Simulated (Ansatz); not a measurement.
Au:

```xyz
1
Lattice="2.7484 0.0000 0.0000 0.0000 2.7484 0.0000 0.0000 0.0000 2.7484" Properties=species:S:1:pos:R:3 pbc="T T T"
Au    1.3742    1.3742    1.3742
```

The cell was built by a generator and needn't be a form met in nature.

* Program: Ansatz 0.2.0
* Task: relaxation of cell and atoms
* Functional: BLYP
* Potentials or basis: Ansatz PAW
* Cutoff: 420 eV (not typed: the program's choice for these potentials)
* k mesh: 10 × 10 × 10
* Occupations: fermi-dirac, width 0.05 eV
* Spin: no spin polarisation

At the start: volume 20.76 Å³/atom.

Task: How do energy, volume and symmetry change on relaxing?

Result: It ends after 6 steps and the volume is 22.37 Å³/atom (+7.8 %); space group Pm-3m (No. 221, to 0.05 Å).

Step by step:
```
step  energy change (eV)  largest force (eV/Å)  volume (Å³)
   1              0.0000                0.0000        20.76
   2             -0.0107                0.0000        23.92
   3             -0.0335                0.0000        22.64
   4             -0.0343                0.0000        22.34
   5             -0.0343                0.0000        22.37
   6             -0.0347                0.0000        22.37
```

Final structure:
```
Au
1.0
     2.81786    0.00000    0.00000
     0.00000    2.81786    0.00000
     0.00000    0.00000    2.81786
Au
1
Direct
  0.50000 0.50000 0.50000
```

Caveat: the plane-wave basis is chosen anew once the cell has moved, so the energies of steps on either side of that aren't comparable; the PAW data sets come from PBE, with cores solved anew for the run's functional, which leaves a small shift of forces and pressure.
